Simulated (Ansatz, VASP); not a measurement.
Given: the input of a run of VASP 6.6.1 on PtS2. 

Contents of INCAR:

```
SYSTEM = PtS2
ALGO = Normal
EDIFF = 1E-7
ENCUT = 520
GGA = PS
ISIF = 2
ISMEAR = -1
LASPH = .TRUE.
LCHARG = .TRUE.
LELF = .TRUE.
LREAL = .FALSE.
LVHAR = .TRUE.
LWAVE = .FALSE.
NBANDS = 18
NELM = 60
PREC = Accurate
SIGMA = 0.05
```

Contents of KPOINTS:

```
k-points
0
G
  9 9 5
  0 0 0
```

POSCAR

```
PtS2
1.0
    3.5432000000      0.0000000000      0.0000000000
   -1.7716000000      3.0685012107      0.0000000000
    0.0000000000      0.0000000000      5.0388000000
Pt S
1 2
Direct
    0.0000000000      0.0000000000      0.0000000000
    0.6666666667      0.3333333333      0.7730000000
    0.3333333333      0.6666666667      0.2270000000
```

Potentials or basis: VASP PAW PBE potentials, release 64 (Pt, S).

Run with:

```console
$ cat potpaw_PBE.64/Pt/POTCAR potpaw_PBE.64/S/POTCAR > POTCAR
$ mpirun -np 1 vasp_std > vasp.out
```

Set up the same calculation for Ansatz 0.2.0. Potentials or basis there: all-electron LAPW, scalar-relativistic.

As run (cutoffs and basis follow the program's own potentials, and thresholds, step limits or extra output files can differ):

File input.yaml:

```yaml
crystal:
  lattice:
    - [3.5432, 0.0, 0.0]
    - [-1.7716, 3.0685012107, 0.0]
    - [0.0, 0.0, 5.0388]
  atoms:
    - { symbol: Pt, position: [0.0, 0.0, 0.0] }
    - { symbol: S, position: [0.6666666667, 0.3333333333, 0.773] }
    - { symbol: S, position: [0.3333333333, 0.6666666667, 0.227] }
kpoints:
  mp_grid: { grid: [9, 9, 5] }
scf:
  occupations: { method: fermi_dirac, width: 0.05 }
hamiltonian:
  xc: pbesol
  pseudopotentials: { kind: all_electron, lapw: { basis_error: 0.001 } }
output:
  forces: true
  stress: true
  eigenvalues: true
  populations: true
```

Potentials or basis: all-electron LAPW, scalar-relativistic.

Command:

```bash
$ ansatz run input.yaml --threads 2 --pin off --max-ram 8192MiB --backend cpu --events-out ev --progress --plain --runs-dir out
```

Both were run:

|  | VASP | Ansatz |
| --- | --- | --- |
| Pressure | 6.1 GPa | 6.4 GPa |
| Largest force | 0.930 eV/Å | 0.950 eV/Å |

VASP's potentials were made for PBE.

Where Ansatz's input types no cutoff or centring, it takes its own default and a Γ-centred mesh.

Pressure is positive in compression.
